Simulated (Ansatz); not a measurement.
## What a change of settings does to a run on Cd

The cell is COD entry 9008490, as deposited and not checked against the literature; nothing was relaxed. The listed cell was then made from it by scaling, straining or moving an atom.

First run: DFT, PBE, all-electron LAPW, scalar-relativistic (Ansatz 0.2.0).

Command: `ansatz run input.yaml --threads 1 --pin off --max-ram 2048MiB --backend cpu --events-out ev --progress --plain --runs-dir out` The run took 23 s on 1 thread of Arm Neoverse V1, on a shared host, peak memory 0.44 GiB.

```yaml
crystal:
  lattice:
    - [2.9640889304, 0.0, 0.0]
    - [-1.4820444652, 2.5669763128, 0.0]
    - [0.0, 0.0, 5.6738265]
  atoms:
    - { symbol: Cd, position: [0.3333333333, 0.6666666667, 0.25] }
    - { symbol: Cd, position: [0.6666666667, 0.3333333333, 0.75] }
kpoints:
  mp_grid: { grid: [16, 16, 7] }
scf:
  occupations: { method: fermi_dirac, width: 0.05 }
hamiltonian:
  xc: pbe
  pseudopotentials: { kind: all_electron, lapw: { basis_error: 0.001 } }
output:
  forces: true
  stress: true
  eigenvalues: true
```

Result: converged; pressure 3.14 GPa; no gap on the k mesh; 8 SCF iterations.

The input is then changed:

```diff
@@ -8,7 +8,9 @@
     - { symbol: Cd, position: [0.6666666667, 0.3333333333, 0.75] }
 kpoints:
-  mp_grid: { grid: [16, 16, 7] }
+  mp_grid: { grid: [8, 8, 4] }
 scf:
   occupations: { method: fermi_dirac, width: 0.05 }
+  mixing: { preconditioner: resta }
+  convergence: { dr2_threshold: 1.0e-11 }
 hamiltonian:
   xc: pbe
```

Problem. Predict the outcome of the changed run.

Solution. It converged; energy at zero smearing +17.7 meV/atom from the first run; pressure 3.44 GPa; no gap on the k mesh; 10 SCF iterations. Some of these settings are too coarse for converged properties.
